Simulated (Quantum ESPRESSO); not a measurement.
# Sb in Quantum ESPRESSO: further runs, part 2 of 2

Quantum ESPRESSO 7.5. The steps go on from the part before.

## (3) Work function, PBE

pw.in

```
&CONTROL
  calculation = 'scf'
  prefix = 'pwscf'
  outdir = './tmp'
  pseudo_dir = './pseudo'
  tprnfor = .true.
  disk_io = 'low'
/
&SYSTEM
  ibrav = 0
  celldm(1) = 8
  nat = 4
  ntyp = 1
  ecutwfc = 80
  nbnd = 40
  occupations = 'smearing'
  smearing = 'gaussian'
  degauss = 0.02204959
/
&ELECTRONS
  conv_thr = 4d-09
  electron_maxstep = 150
  mixing_beta = 0.3
  mixing_mode = 'local-TF'
/
ATOMIC_SPECIES
Sb   121.7600 Sb.upf
CELL_PARAMETERS alat
  0.7464418192272   0.0000000000000   0.0000000000000
  0.0000000000000   0.7464418192272   0.0000000000000
  0.0000000000000   0.0000000000000   5.7825619413549
ATOMIC_POSITIONS crystal
Sb     0.0000000000    0.0000000000    0.3063725490
Sb     0.0000000000    0.0000000000    0.4354575163
Sb     0.0000000000    0.0000000000    0.5645424837
Sb     0.0000000000    0.0000000000    0.6936274510
K_POINTS automatic
8 8 1 0 0 0
```

pp_density.in

```
&INPUTPP
  prefix = 'pwscf'
  outdir = './tmp'
  filplot = 'density.dat'
  plot_num = 0
/
&PLOT
  nfile = 1
  filepp(1) = 'density.dat'
  iflag = 3
  output_format = 6
  fileout = 'density.cube'
/
```

pp_potential.in

```
&INPUTPP
  prefix = 'pwscf'
  outdir = './tmp'
  filplot = 'potential.dat'
  plot_num = 11
/
&PLOT
  nfile = 1
  filepp(1) = 'potential.dat'
  iflag = 3
  output_format = 6
  fileout = 'potential.cube'
/
```

pp_elf.in

```
&INPUTPP
  prefix = 'pwscf'
  outdir = './tmp'
  filplot = 'elf.dat'
  plot_num = 8
/
&PLOT
  nfile = 1
  filepp(1) = 'elf.dat'
  iflag = 3
  output_format = 6
  fileout = 'elf.cube'
/
```

Potentials or basis: PseudoDojo 0.4.1 SR PBE standard.

Command:

```
OMP_NUM_THREADS=1 mpirun -n 2 pw.x -nk 2 -in pw.in > pw.out
OMP_NUM_THREADS=1 mpirun -n 1 pp.x -in pp_density.in > pp_density.out
OMP_NUM_THREADS=1 mpirun -n 1 pp.x -in pp_potential.in > pp_potential.out
OMP_NUM_THREADS=1 mpirun -n 1 pp.x -in pp_elf.in > pp_elf.out
```

pw.out:

```text
This program is part of the open-source Quantum ESPRESSO suite
     for quantum simulation of materials; please cite
         "P. Giannozzi et al., J. Phys.:Condens. Matter 21 395502 (2009);
         "P. Giannozzi et al., J. Phys.:Condens. Matter 29 465901 (2017);
         "P. Giannozzi et al., J. Chem. Phys. 152 154105 (2020);
     in publications or presentations arising from this work. More details at

     Message from routine setup:
     using ibrav=0 with symmetry is DISCOURAGED, use correct ibrav instead

     K-points division:     npool     =       2
     Subspace diagonalization in iterative solution of the eigenvalue problem:
     a serial algorithm will be used

     G-vector sticks info
     --------------------
     sticks:   dense  smooth     PW     G-vecs:    dense   smooth      PW
     Sum         901     901    261               158899   158899   25179

     Using Slab Decomposition

     bravais-lattice index     =            0
     lattice parameter (alat)  =       8.0000  a.u.
     unit-cell volume          =    1649.6134 (a.u.)^3
     number of atoms/cell      =            4
     number of atomic types    =            1
     number of electrons       =        60.00
     number of Kohn-Sham states=           40
     kinetic-energy cutoff     =      80.0000  Ry
     charge density cutoff     =     320.0000  Ry
     scf convergence threshold =      4.0E-09
     mixing beta               =       0.3000
     number of iterations used =            8  local-TF  mixing
     Exchange-correlation= PBE
                           (   1   4   3   4   0   0   0)

     celldm(1)=   8.000000  celldm(2)=   0.000000  celldm(3)=   0.000000
     celldm(4)=   0.000000  celldm(5)=   0.000000  celldm(6)=   0.000000

     crystal axes: (cart. coord. in units of alat)
               a(1) = (   0.746442   0.000000   0.000000 )
               a(2) = (   0.000000   0.746442   0.000000 )
               a(3) = (   0.000000   0.000000   5.782562 )

     reciprocal axes: (cart. coord. in units 2 pi/alat)
               b(1) = (  1.339689  0.000000  0.000000 )
               b(2) = (  0.000000  1.339689  0.000000 )
               b(3) = (  0.000000  0.000000  0.172934 )

     PseudoPot. # 1 for Sb read from file:
     Sb.upf
     Pseudo is Norm-conserving + core correction, Zval = 15.0
     Generated using ONCVPSP code by D. R. Hamann
     Using radial grid of 1434 points,  6 beta functions with:
                l(1) =   0
                l(2) =   0
                l(3) =   1
[... 26 lines left out ...]
        k(    8) = (   0.1674611   0.5023834   0.0000000), wk =   0.2500000
        k(    9) = (   0.1674611  -0.6698446   0.0000000), wk =   0.1250000
        k(   10) = (   0.3349223   0.3349223   0.0000000), wk =   0.1250000
        k(   11) = (   0.3349223   0.5023834   0.0000000), wk =   0.2500000
        k(   12) = (   0.3349223  -0.6698446   0.0000000), wk =   0.1250000
        k(   13) = (   0.5023834   0.5023834   0.0000000), wk =   0.1250000
        k(   14) = (   0.5023834  -0.6698446   0.0000000), wk =   0.1250000
        k(   15) = (  -0.6698446  -0.6698446   0.0000000), wk =   0.0312500

     Dense  grid:   158899 G-vectors     FFT dimensions: (  36,  36, 270)

     Initial potential from superposition of free atoms

     starting charge      59.9978, renormalised to      60.0000

     negative rho (up, down):  8.551E-06 0.000E+00
     Starting wfcs are   36 randomized atomic wfcs +    4 random wfcs

     Self-consistent Calculation

     iteration #  1     ecut=    80.00 Ry     beta= 0.30
     Davidson diagonalization with overlap
     ethr =  1.00E-02,  avg # of iterations =  6.7

     Threshold (ethr) on eigenvalues was too large:
     Diagonalizing with lowered threshold

     Davidson diagonalization with overlap
     ethr =  2.28E-05,  avg # of iterations =  8.5

     total energy              =    -727.59472591 Ry
     estimated scf accuracy    <       0.01463858 Ry
[... 79 lines left out ...]
     iteration # 12     ecut=    80.00 Ry     beta= 0.30
     Davidson diagonalization with overlap
     ethr =  1.54E-11,  avg # of iterations =  3.9

     End of self-consistent calculation

          k = 0.0000 0.0000 0.0000 ( 19899 PWs)   bands (ev):

   -26.3615 -26.3589 -26.3310 -26.2694 -26.2464 -26.2464 -26.2304 -26.2304
   -26.2283 -26.2283 -26.2208 -26.2194 -26.1515 -26.1481 -26.1011 -26.1011
   -26.1010 -26.1010 -26.0904 -26.0904  -8.9876  -8.4687  -7.7788  -7.1711
    -1.7453  -0.1724   1.8767   4.1439   6.1109   6.1109   6.5821   6.5821
     6.5982   7.0192   7.1565   7.1565   7.6004   7.6004   7.8630   9.3970
[... 99 lines left out ...]
   -26.2946 -26.2922 -26.2850 -26.2783 -26.2661 -26.2636 -26.2575 -26.2032
   -26.1733 -26.1706 -26.1636 -26.1636 -26.1374 -26.1372 -26.1311 -26.1310
   -26.0848 -26.0809 -26.0420 -26.0419  -5.0102  -4.4623  -3.7109  -3.0185
    -0.7224  -0.2606   0.3121   0.7705   0.7725   1.2342   1.5694   1.9566
     2.3210   3.4391   5.5878   6.2272   6.7235   7.3051   7.6569   7.8543

          k =-0.6698-0.6698 0.0000 ( 19696 PWs)   bands (ev):

   -26.3010 -26.2985 -26.2843 -26.2843 -26.2630 -26.2630 -26.2604 -26.1959
   -26.1700 -26.1700 -26.1585 -26.1574 -26.1368 -26.1368 -26.1366 -26.1366
   -26.0780 -26.0741 -26.0284 -26.0284  -4.4220  -3.8611  -3.0798  -2.3388
    -0.3194  -0.3194   0.1372   0.1372   0.6980   0.6980   1.1389   1.1389
     2.0647   3.8238   5.3832   5.8967   6.0177   6.6270   7.4093   8.2816

     the Fermi energy is     2.7640 ev

!    total energy              =    -727.59401620 Ry
     estimated scf accuracy    <          1.5E-09 Ry
     smearing contrib. (-TS)   =      -0.00874601 Ry
     internal energy E=F+TS    =    -727.58527019 Ry

     The total energy is F=E-TS. E is the sum of the following terms:
     one-electron contribution =   -2706.79229360 Ry
     hartree contribution      =    1368.73174674 Ry
     xc contribution           =    -181.70477441 Ry
     ewald contribution        =     792.18005108 Ry

     convergence has been achieved in  12 iterations

     Forces acting on atoms (cartesian axes, Ry/au):

     atom    1 type  1   force =     0.00000000    0.00000000    0.01872590
     atom    2 type  1   force =     0.00000000    0.00000000   -0.01668318
     atom    3 type  1   force =     0.00000000    0.00000000    0.01668318
     atom    4 type  1   force =     0.00000000    0.00000000   -0.01872590

     Total force =     0.035468     Total SCF correction =     0.000125

=------------------------------------------------------------------------------=
   JOB DONE.
=------------------------------------------------------------------------------=
```

pp_density.out:

```text
This program is part of the open-source Quantum ESPRESSO suite
     for quantum simulation of materials; please cite
         "P. Giannozzi et al., J. Phys.:Condens. Matter 21 395502 (2009);
         "P. Giannozzi et al., J. Phys.:Condens. Matter 29 465901 (2017);
         "P. Giannozzi et al., J. Chem. Phys. 152 154105 (2020);
     in publications or presentations arising from this work. More details at

     IMPORTANT: XC functional enforced from input :
     Exchange-correlation= PBE
                           (   1   4   3   4   0   0   0)
     Any further DFT definition will be discarded
     Please, verify this is what you really want

     G-vector sticks info
     --------------------
     sticks:   dense  smooth     PW     G-vecs:    dense   smooth      PW
     Sum         901     901    261               158899   158899   25179

     Using Slab Decomposition

     Calling punch_plot, plot_num =   0
     Writing data to file  density.dat
     Reading data from file  density.dat

     Writing data to be plotted to file density.cube
     Plot Type: 3D                     Output format: Gaussian cube

=------------------------------------------------------------------------------=
   JOB DONE.
=------------------------------------------------------------------------------=
```

Run time: 2 min. Hardware: 2 MPI ranks of Arm Neoverse V2, shared host; peak memory 0.68 GiB.

These settings aren't checked as converged: the numbers below hold their error.

What came out:

```yaml
Free_energy: -9899.4209 eV
Largest_force: 0.481 eV/Å
Band_gap_on_the_k_mesh: none (metal or under the smearing width)
Work_function_of_the_upper_face: 4.41 eV
Work_function_of_the_lower_face: 4.41 eV
```
